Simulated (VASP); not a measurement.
Here is a VASP 6.6.1 calculation.

INCAR

```
PREC = Accurate
ENCUT = 520
EDIFF = 1E-6
ISMEAR = 0
SIGMA = 0.03
LREAL = F
LASPH = T
NELM = 80
ALGO = Normal
ISIF = 2
LWAVE = F
LCHARG = F
GGA = PE
NBANDS = 26
ICORELEVEL = 1
KPAR = 2
```

KPOINTS

```
Automatic mesh
0
Gamma
  12 12 3
```

The input POSCAR:

```
SiC                                     
1.0
    3.0931911696     -0.0000000000     -0.0000000000
   -1.5465955798      2.6787821335      0.0000000000
   -0.0000000000      0.0000000000     10.1265812101
  Si              C             
     4     4
Direct
     0.6666666699999979    0.3333333300000021    0.9378461793464683
     0.3333333300000021    0.6666666699999979    0.4378461793464683
     0.0000000000000000    0.0000000000000000    0.6878980636266611
     0.0000000000000000    1.0000000000000000    0.1878980636266611
     0.6666666699999979    0.3333333300000021    0.7498074223887478
     0.3333333300000021    0.6666666699999979    0.2498074223887478
     0.0000000000000000    0.0000000000000000    0.5004473346381301
     0.0000000000000000    0.0000000000000000    0.0004473346381300
```

KPOINTS_OPT

```
explicit points
141
Reciprocal
 0.0000000000  0.0000000000  0.0000000000 1
 0.0357142857  0.0000000000  0.0000000000 1
 0.0714285714  0.0000000000  0.0000000000 1
 0.1071428571  0.0000000000  0.0000000000 1
 0.1428571429  0.0000000000  0.0000000000 1
 0.1785714286  0.0000000000  0.0000000000 1
[... 133 lines left out ...]
 0.5000000000  0.0000000000  0.5000000000 1
 0.5000000000  0.0000000000  0.0000000000 1
```

Potentials or basis: VASP PAW PBE potentials, release 64 (Si, C).

The run is started by

```bash
$ cat potpaw_PBE.64/Si/POTCAR potpaw_PBE.64/C/POTCAR > POTCAR
$ mpirun -np 2 vasp_std > vasp.out
```

Q: Estimate the pressure.

A: 0.1 GPa.

Q: Predict the band gap on the k mesh.

A: 2.22 eV, indirect (least direct gap 3.34 eV).

Q: Predict the band gap along the path.

A: 2.22 eV, indirect (least direct gap 3.34 eV).

Levels at the corners of the path, in eV from the valence-band top:
```tsv
point	band 14	band 15	band 16	band 17	band 18	band 19
Γ	-0.05	0.00	0.00	4.97	5.55	6.13
M	-2.20	-1.56	-1.12	2.22	2.34	4.18
M	-2.20	-1.56	-1.12	2.22	2.34	4.18
K	-2.84	-2.84	-1.66	3.97	3.97	5.11
K	-2.84	-2.84	-1.66	3.97	3.97	5.11
Γ	-0.05	0.00	0.00	4.97	5.55	6.13
Γ	-0.05	0.00	0.00	4.97	5.55	6.13
A	-0.21	-0.21	-0.21	5.18	5.18	6.62
A	-0.21	-0.21	-0.21	5.18	5.18	6.62
L	-2.48	-1.54	-1.54	2.63	2.63	4.18
L	-2.48	-1.54	-1.54	2.63	2.63	4.18
H	-2.73	-2.43	-2.43	3.24	3.24	6.60
H	-2.73	-2.43	-2.43	3.24	3.24	6.60
A	-0.21	-0.21	-0.21	5.18	5.18	6.62
L	-2.48	-1.54	-1.54	2.63	2.63	4.18
M	-2.20	-1.56	-1.12	2.22	2.34	4.18
K	-2.84	-2.84	-1.66	3.97	3.97	5.11
H	-2.73	-2.43	-2.43	3.24	3.24	6.60
```
